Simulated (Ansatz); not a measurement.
**Ionic part of the dielectric constant of BN at 50 GPa, mode by mode**

Level of theory: DFT PBEsol, scalar-relativistic, plane waves, PAW in Ansatz 0.2.0. Settings: 420 eV plane-wave cutoff, Γ-centred 12×12×12 mesh, fixed occupations. No spin polarisation. Phonons by linear response, acoustic sum rule imposed.

It takes space group F-43m (No. 216, cubic). The conventional cell has a = 3.480 Å, b = 3.480 Å, c = 3.480 Å, α = 90.00°, β = 90.00°, γ = 90.00°. B (site symmetry -43m) has 4 N at 1.51 Å as nearest neighbours. Around N (site symmetry -43m) lie 4 B at 1.51 Å.

Other phases may be more stable at this pressure.

The primitive cell has V = 10.53 Å³ and ε∞,zz = 4.541. Each polar mode adds Δε = (4.92064×10⁷/V)·S/ν² along z, with S its oscillator strength in e²/amu, ν in cm⁻¹ and V in Å³.

Problem. From these modes, find each Δε and ε0,zz.
| ν (cm⁻¹) | S_zz (e²/amu) |
| --- | --- |
| 1191.0 | 0.5612 |

Solution.
| ν (cm⁻¹) | Δε |
| --- | --- |
| 1191.0 | 1.85 |

The sum is 1.849, so ε0,zz = 6.39; the run's tensor has 6.39.

Problem. Where do the longitudinal modes lie for a wave vector along z?

Solution. At 1413 cm⁻¹. The Lyddane–Sachs–Teller product Π(ν_LO/ν_TO)² = 1.41 matches ε0/ε∞ = 1.41.

Cost: 1 run of about 0.17 core-minutes, on AMD EPYC 9R45 (Zen 5) (shared hosts).

Most of the static dielectric response of this zinc-blende BN is electronic: the lattice adds only 1.85 to an ε∞ of 4.541. All of the ionic part comes from the zone-centre optical mode, in which the B and N sublattices move against each other. The electronegativity difference gives this motion a dipole, which the corresponding mode of diamond lacks by symmetry. Yet short, stiff sp³ bonds between light atoms put the mode at 1191.0 cm⁻¹, and since the contribution falls with the square of the frequency, a static field displaces the sublattices only slightly.

The same dipole produces the macroscopic field that raises the longitudinal mode to 1413 cm⁻¹, so the splitting and the ionic permittivity are two expressions of one polar coupling. Their agreement through the Lyddane–Sachs–Teller relation therefore shows internal consistency, not accuracy against experiment. Cubic symmetry makes the zz value valid for every field direction. A single volume can't show how compression divides its effect between bond stiffness, effective charge and electronic screening.
